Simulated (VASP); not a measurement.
Set up this calculation in VASP 6.6.1, as the native input.

```yaml
Task: band structure
Functional: PBE
Potentials_or_basis: VASP PAW PBE potentials, release 64 (Pb_d, Cs_sv, Br)
Cutoff: 520 eV
k_mesh: 6 × 6 × 6
Occupations: gaussian, width 0.02 eV
Spin: no spin polarisation
Ladder: gaps
Further_INCAR_settings: ALGO = Fast; EDIFF = 1e-07
```

The structure of CsPbBr3 lies in POSCAR:

```
CsPbBr3
1.0
    5.8700000000      0.0000000000      0.0000000000
    0.0000000000      5.8700000000      0.0000000000
    0.0000000000      0.0000000000      5.8700000000
Pb Cs Br
1 1 3
Direct
    0.5000000000      0.5000000000      0.5000000000
    0.0000000000      0.0000000000      0.0000000000
    0.5000000000      0.5000000000      0.0000000000
    0.5000000000      0.0000000000      0.5000000000
    0.0000000000      0.5000000000      0.5000000000
```

Measurements of this composition are mostly on another form, of space group No. 62.

The input as run:

INCAR

```
SYSTEM = CsPbBr3
PREC     = Accurate       ! precision mode
ENCUT    = 520            ! plane-wave cutoff, eV
EDIFF    = 1E-7           ! SCF threshold, eV
ISMEAR   = 0              ! smearing method
SIGMA    = 0.02           ! smearing width, eV
LREAL    = .FALSE.        ! projectors in reciprocal space
LASPH    = .TRUE.         ! aspherical terms in the spheres
NELM     = 100            ! most SCF steps
ALGO     = Fast           ! electronic algorithm
ISIF     = 2              ! what is computed and relaxed
LWAVE    = .FALSE.        ! write WAVECAR
LCHARG   = .FALSE.        ! write CHGCAR
GGA      = PE             ! functional
KPAR     = 2
```

KPOINTS

```
regular mesh
0
G
  6 6 6
  0 0 0
```

KPOINTS_OPT

```
path GXMGRX,MR
15
line-mode
reciprocal
 0.0000000000  0.0000000000  0.0000000000  G
 0.0000000000  0.5000000000  0.0000000000  X

 0.0000000000  0.5000000000  0.0000000000  X
 0.5000000000  0.5000000000  0.0000000000  M

 0.5000000000  0.5000000000  0.0000000000  M
 0.0000000000  0.0000000000  0.0000000000  G

 0.0000000000  0.0000000000  0.0000000000  G
 0.5000000000  0.5000000000  0.5000000000  R

 0.5000000000  0.5000000000  0.5000000000  R
 0.0000000000  0.5000000000  0.0000000000  X

 0.5000000000  0.5000000000  0.0000000000  M
 0.5000000000  0.5000000000  0.5000000000  R
```

Potentials or basis: VASP PAW PBE potentials, release 64 (Pb_d, Cs_sv, Br).

Launch:

```console
$ cat potpaw_PBE.64/Pb_d/POTCAR potpaw_PBE.64/Cs_sv/POTCAR potpaw_PBE.64/Br/POTCAR > POTCAR
$ mpirun -np 2 vasp_std > vasp.out
```

It gave:

```
Pressure                : 1.5 GPa
Band gap on the k mesh  : 1.53 eV, direct
Band gap along the path : 1.53 eV, direct
```

Caveat: spin-orbit coupling is left out, which as a rule narrows the gap of such compounds by several tenths of an eV.

It took 2.1 min on 2 MPI ranks on Intel(R) Xeon(R) 6975P-C (Granite Rapids) (shared host), peak memory 0.44 GiB a rank.
